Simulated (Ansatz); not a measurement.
**AgCl (Chlorargyrite) in Ansatz: the effect of functional**

The system is AgCl (Chlorargyrite).

```
CELL_PARAMETERS angstrom
0.00000 2.75311 2.75311
2.75311 0.00000 2.75311
2.75311 2.75311 0.00000
ATOMIC_POSITIONS crystal
Ag 0.00000 0.00000 0.00000
Cl 0.50000 0.50000 0.50000
```

The cell isn't the ideal one: volume scaled by 1.02.

Alike in all runs:

| Item | Value |
| --- | --- |
| Program | Ansatz 0.2.0 |
| Task | single point |
| Potentials or basis | Ansatz PAW |
| k mesh | 8 × 8 × 8 |
| Occupations | fermi-dirac, width 0.05 eV |
| Spin | no spin polarisation |

```tsv
functional	cutoff	gap on the mesh (eV)	pressure (GPa)
LDA	420 eV (not typed: the program's choice for these potentials)	?	?
PBEsol	420 eV (not typed: the program's choice for these potentials)	0.73	-1.7
r2SCAN	500 eV (not typed: the program's choice for these potentials)	1.48	1.1
```

**Question.** What does the run with functional LDA give?

**Answer.** gap on the mesh 0.61 eV; pressure -4.7 GPa.

Caveats: the PAW data sets come from PBE, with cores solved anew for the run's functional, which leaves a small shift of forces and pressure.

A k mesh can miss the band edges.

Runs at the PBE level aren't shown here.
